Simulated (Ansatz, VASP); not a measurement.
One calculation of TiN, two programs

INCAR

```
SYSTEM = TiN
  PREC = Accurate
  ENCUT = 520
  EDIFF = 1E-8
  ISMEAR = -1
  SIGMA = 0.03
  LREAL = .False.
  LASPH = .True.
  NELM = 60
  ALGO = Normal
  ISIF = 2
  LWAVE = .False.
  LCHARG = .False.
  GGA = PE
  LEFG = .True.
  NBANDS = 16
```

The input KPOINTS:

```
regular mesh
0
Gamma
  16 16 16
  0 0 0
```

The input POSCAR:

```
TiN
1.0
    0.0000000000      2.1444657994      2.1444657994
    2.1444657994      0.0000000000      2.1444657994
    2.1444657994      2.1444657994      0.0000000000
Ti N
1 1
Direct
    0.0000000000      0.0000000000      0.0000000000
    0.5000000000      0.5000000000      0.5000000000
```

Input for Ansatz:

```yaml
crystal:
  lattice:
    - [0.0, 2.1444657994, 2.1444657994]
    - [2.1444657994, 0.0, 2.1444657994]
    - [2.1444657994, 2.1444657994, 0.0]
  atoms:
    - { symbol: Ti, position: [0.0, 0.0, 0.0] }
    - { symbol: "N", position: [0.5, 0.5, 0.5] }
kpoints:
  mp_grid: { grid: [16, 16, 16] }
scf:
  occupations: { method: fermi_dirac, width: 0.03 }
hamiltonian:
  xc: pbe
  pseudopotentials: { kind: paw }
output:
  forces: true
  stress: true
  eigenvalues: true
  efg: { contact_densities: true }
```

Change from the starting cell: volume scaled by 1.03, PAW files.

Alike in both runs: task electric field gradients; functional PBE; k mesh 16 × 16 × 16; occupations fermi-dirac, width 0.03 eV; no spin polarisation.

|  | VASP | Ansatz |
| --- | --- | --- |
| version | VASP 6.6.1 | Ansatz 0.2.0 |
| potentials or method | VASP PAW PBE potentials, release 64 (Ti_sv, N) | PAW with Ansatz's default frozen-core files, scalar-relativistic |
| plane-wave cutoff (eV) | 520 | 420 |
| valence electrons in the cell | 17 | 17 |

VASP gave:

- pressure (GPa): -7.3
- Vzz of the field gradient on the site that differs most (V/Å²): 0.0

Task: What did Ansatz give for the same quantities?

Result: Pressure (GPa): -7.7; Vzz of the field gradient on the site that differs most (V/Å²): 0.0.
